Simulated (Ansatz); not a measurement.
As:

```xyz
4
Lattice="1.8250 -5.5000 0.0000 1.8250 5.5000 0.0000 0.0000 0.0000 4.4700" Properties=species:S:1:pos:R:3 pbc="T T T"
As    1.8250    1.2100    2.5032
As    1.8250   -4.2900    4.2018
As    1.8250   -1.2100    1.9668
As    1.8250    4.2900    0.2682
```

This isn't the form of As at room conditions, which is rhombohedral.

```yaml
Program: Ansatz 0.2.0
Task: single point
Functional: PBE
Potentials_or_basis: all-electron LAPW, scalar-relativistic
Cutoff: 299 eV (chosen from the basis error)
Basis_error_allowed: 0.001 eV/atom
k_mesh: 8 × 8 × 6
Occupations: fermi-dirac, width 0.05 eV
Spin: no spin polarisation
```

On this cell: pressure 3.0 GPa; largest force 0.128 eV/Å; band gap on the k mesh 0.08 eV, indirect (least direct gap 0.15 eV).

The same run follows on a disturbed copy (atoms moved at random, drawn with an rms of 0.05 Å):

```
As
1.0
     1.82500   -5.50000    0.00000
     1.82500    5.50000    0.00000
     0.00000    0.00000    4.47000
As
4
Direct
  0.37537 0.60335 0.55866
  0.88654 0.10528 0.93966
  0.61829 0.39250 0.43957
  0.11427 0.89248 0.05694
```

Q: What changes?

A: The energy moves by +3.7 meV/atom; pressure 2.1 GPa; largest force 0.401 eV/Å; band gap on the k mesh none (metal or under the smearing width).

Forces in eV/Å, atoms in the order of the input:
```
As   0.195 -0.342  0.076
As  -0.102  0.134 -0.046
As  -0.090  0.345 -0.145
As  -0.004 -0.137  0.115
```

Stress tensor (GPa, compression positive):
```
 3.50  0.46 -0.48
 0.46  1.16  0.11
-0.48  0.11  1.54
```
